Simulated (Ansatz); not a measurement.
Relaxed bulk SiNi$_{3}$:

```cif
data_structure
_symmetry_space_group_name_H-M 'P 1'
_symmetry_Int_Tables_number 1
_cell_length_a 3.4612
_cell_length_b 3.4612
_cell_length_c 3.4612
_cell_angle_alpha 90.000
_cell_angle_beta 90.000
_cell_angle_gamma 90.000
_cell_volume 41.47
loop_
_atom_site_label
_atom_site_type_symbol
_atom_site_fract_x
_atom_site_fract_y
_atom_site_fract_z
_atom_site_occupancy
Si1 Si 0.00000 0.00000 0.00000 1
Ni1 Ni 0.00000 0.50000 0.50000 1
Ni2 Ni 0.50000 0.00000 0.50000 1
Ni3 Ni 0.50000 0.50000 0.00000 1
```

Miller indices refer to the conventional cell of Pm-3m (No. 221), a = 3.461 Å, b = 3.461 Å, c = 3.461 Å, α = 90.00°, β = 90.00°, γ = 90.00°.

Consider the (110) slab of 9 planes, 9.8 Å thick with 15 Å of vacuum as cut; outer planes SiNi (top) and SiNi (bottom), all atoms relaxed.

Method: DFT PBEsol, scalar-relativistic, plane waves, PAW in Ansatz. Plane waves to 420 eV, a k mesh through Γ of 10×7×1 on the computed 18-atom cell and Gaussian smearing (0.10 eV); no spin polarisation. A dipole correction removes the field between periodic images along c.

The slab isn't stoichiometric (Si5Ni13), so its surface energy depends on the chemical potentials; it is given with the excess atoms taken from the element's standard state, a limit at which the compound may itself be unstable, so the figure can be too low.

Question: Give the surface energy with the excess atoms taken from the elements.

Answer: 1.90 J/m².

Question: Estimate the work function.

Answer: 4.68 eV.

Question: The top two planes lie 1.224 Å apart in the bulk. How does relaxation change this?

Answer: The spacing becomes 1.050 Å (-14.2 %), and the top plane rumples by 0.115 Å.